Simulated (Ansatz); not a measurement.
Set up this calculation in Ansatz 0.2.0, as the native input.

```
Task                : projected density of states
Functional          : LDA
Potentials or basis : Ansatz PAW
Cutoff              : 420 eV (not typed: the program's choice for these potentials)
k mesh              : 7 × 7 × 7
Occupations         : fermi-dirac, width 0.05 eV
Spin                : no spin polarisation
```

Crystal: Bi2Te2Se.

```
Bi Te Se
1.0
     2.16097    1.24764   10.58557
    -2.16097    1.24764   10.58557
     0.00000   -2.49527   10.58557
Bi Te Se
2 2 1
Direct
  0.39172 0.39172 0.39172
  0.60828 0.60828 0.60828
  0.78040 0.78040 0.78040
  0.21960 0.21960 0.21960
  0.00000 0.00000 0.00000
```

The cell is a database's computed one.

The input as run:

input.yaml

```yaml
crystal:
  lattice:
    - [2.1609687617, 1.2476358963, 10.5855712543]
    - [-2.1609687617, 1.2476358963, 10.5855712543]
    - [0.0, -2.4952717926, 10.5855712543]
  atoms:
    - { symbol: Bi, position: [0.39172124, 0.39172124, 0.39172124] }
    - { symbol: Bi, position: [0.60827876, 0.60827876, 0.60827876] }
    - { symbol: Te, position: [0.78040487, 0.78040487, 0.78040487] }
    - { symbol: Te, position: [0.21959513, 0.21959513, 0.21959513] }
    - { symbol: Se, position: [0.0, 0.0, 0.0] }
hamiltonian:
  xc: lda
  pseudopotentials: { kind: paw }
kpoints:
  mp_grid: { grid: [7, 7, 7] }
scf:
  occupations: { method: fermi_dirac, width: 0.05 }
  n_extra_bands: 12
output:
  forces: true
  stress: true
  eigenvalues: true
  dos: { projected: true, de: 0.05, nscf_kmesh: { grid: [11, 11, 11] } }
  write_density: true
  write_potential: true
  elf: true
  volumetric_format: npy
```

Potentials or basis: Ansatz PAW.

Launch:

```sh
$ ansatz run input.yaml --threads 2 --pin off --max-ram 5632MiB --backend cpu --events-out ev --progress --plain --runs-dir out
```

It gave:

```
Pressure               : -2.6 GPa
Largest force          : 0.138 eV/Å
Band gap on the k mesh : 0.37 eV, direct
```

Caveat: odd divisions of the mesh miss points on the zone boundary, where band edges often lie, so the gap on the mesh can be too wide; spin-orbit coupling is left out, which as a rule narrows the gap of such compounds by several tenths of an eV; the PAW data sets come from PBE, with cores solved anew for the run's functional, which leaves a small shift of forces and pressure; the density of states is complete only up to the lowest level of the last band computed.

Run time: 43 s on 2 threads of Arm Neoverse V1, with other jobs on the host, peak memory 0.94 GiB.
